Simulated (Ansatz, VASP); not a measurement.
This is a calculation of Ge for VASP 6.6.1.

INCAR

```
PREC     = Accurate       # precision mode
ENCUT    = 900            # plane-wave cutoff, eV
EDIFF    = 1E-7           # SCF threshold, eV
ISMEAR   = 0              # smearing method
SIGMA    = 0.05           # smearing width, eV
LREAL    = False          # projectors in reciprocal space
LASPH    = True           # aspherical terms in the spheres
NELM     = 100            # most SCF steps
ALGO     = Normal         # electronic algorithm
ISIF     = 2              # what is computed and relaxed
LWAVE    = False          # write WAVECAR
LCHARG   = False          # write CHGCAR
METAGGA  = R2SCAN         # meta-GGA
LMIXTAU  = True         
LORBIT   = 10             # projections on sites
```

File KPOINTS:

```
regular mesh
0
Gamma
  8 8 8
```

File POSCAR:

```
Ge
1.0
    0.0000000000      2.8289100000      2.8289100000
    2.8289100000      0.0000000000      2.8289100000
    2.8289100000      2.8289100000      0.0000000000
Ge
2
Direct
    0.7500000000      0.7500000000      0.7500000000
    0.5000000000      0.5000000000      0.5000000000
```

Potentials or basis: VASP PAW PBE potentials, release 64 (Ge_h).

Run with:

```bash
$ cat potpaw_PBE.64/Ge_h/POTCAR > POTCAR
$ mpirun -np 1 vasp_std > vasp.out
```

Q: Set up the same calculation for Ansatz 0.2.0. Potentials there: Ansatz PAW.

A: As run (the cutoff follows the program's own potentials):

Contents of input.yaml:

```yaml
crystal:
  lattice:
    - [0.0, 2.82891, 2.82891]
    - [2.82891, 0.0, 2.82891]
    - [2.82891, 2.82891, 0.0]
  atoms:
    - { symbol: Ge, position: [0.75, 0.75, 0.75] }
    - { symbol: Ge, position: [0.5, 0.5, 0.5] }
hamiltonian:
  xc: r2scan
  pseudopotentials: { kind: paw }
kpoints:
  mp_grid: { grid: [8, 8, 8] }
scf:
  occupations: { method: gaussian, width: 0.05 }
output:
  forces: true
  stress: true
  eigenvalues: true
  bader: true
  populations: true
```

Potentials or basis: Ansatz PAW.

Run with:

```console
$ ansatz run input.yaml --threads 2 --pin off --max-ram 5632MiB --backend cpu --events-out ev --progress --plain --runs-dir out
```

Both were run:

|  | VASP | Ansatz | Ansatz less VASP |
| --- | --- | --- | --- |
| gap on the k mesh at the Fermi level (eV) | 0.42 | 0.44 | +0.019 |
| least direct gap on the mesh (eV) | 0.42 | 0.44 | +0.019 |
| pressure (GPa) | 0.8 | 0.6 | -0.17 |

Caveats: the PAW data sets were made with another functional, which shifts forces and pressure a little (VASP); the PAW data sets come from PBE, with cores solved anew for the run's functional, which leaves a small shift of forces and pressure (Ansatz). A k mesh can miss the band edges. r2SCAN opens gaps a little over a GGA but as a rule still falls short of measured ones.
